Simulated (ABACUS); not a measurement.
Wanted: the native input for an ABACUS 3.10.1 run.

```yaml
Task: single point
Functional: B86bPBE
Potentials_or_basis: Ansatz NC PBE
Cutoff: 558 eV
Density_cutoff: 2231 eV
Basis: plane waves
k_mesh: 9 × 9 × 9
Occupations: fermi-dirac, width 0.05 eV
Spin: no spin polarisation
Radial_cutoff_of_the_potentials_pseudo_rcut: 10 bohr
SCF_threshold_on_the_density: 1e-08
Max_SCF_steps: 100
Eigensolver: dav
Mixing: broyden
Mixing_share: 0.7
Symmetry_key: 1
Bands: 12
```

Crystal: Al.

```
CELL_PARAMETERS angstrom
-2.02481 0.00000 2.02481
0.00000 2.02481 2.02481
-2.02481 2.02481 0.00000
ATOMIC_POSITIONS crystal
Al 0.00000 0.00000 0.00000
```

These files were run (other wordings do the same):

INPUT

```
INPUT_PARAMETERS
suffix              Al
calculation         scf
basis_type          pw
pseudo_dir          ./
latname             fcc
symmetry            1
dft_functional      GGA_X_B86_MGC+GGA_C_PBE
ecutwfc             41
pseudo_rcut         10
nspin               1
nbands              12
ks_solver           dav
smearing_method     fd
smearing_sigma      0.00367493
scf_thr             1e-08
scf_nmax            100
mixing_type         broyden
mixing_beta         0.7
cal_force           1
cal_stress          1
out_chg             1
kpar                4
```

STRU

```
ATOMIC_SPECIES
Al 26.9815 Al.upf

LATTICE_CONSTANT
7.6526538115

ATOMIC_POSITIONS
Direct

Al
0.0
1
0.0000000000 0.0000000000 0.0000000000 1 1 1
```

KPT

```
K_POINTS
0
Gamma
9 9 9 0 0 0
```

Potentials or basis: Ansatz NC PBE, plane waves.

Launch:

```console
$ OMP_NUM_THREADS=1 mpirun -np 4 abacus > log
```

It gave:

| Item | Value |
| --- | --- |
| Pressure | 0.2 GPa |
| Band gap on the k mesh | none (metal or under the smearing width) |

Caveat: the potentials were made for another functional, which shifts forces and pressure.

Wall time 0.84 s on 4 MPI ranks on Intel(R) Xeon(R) 6975P-C (Granite Rapids), with other jobs on the host, peak memory 0.2 GiB a rank.
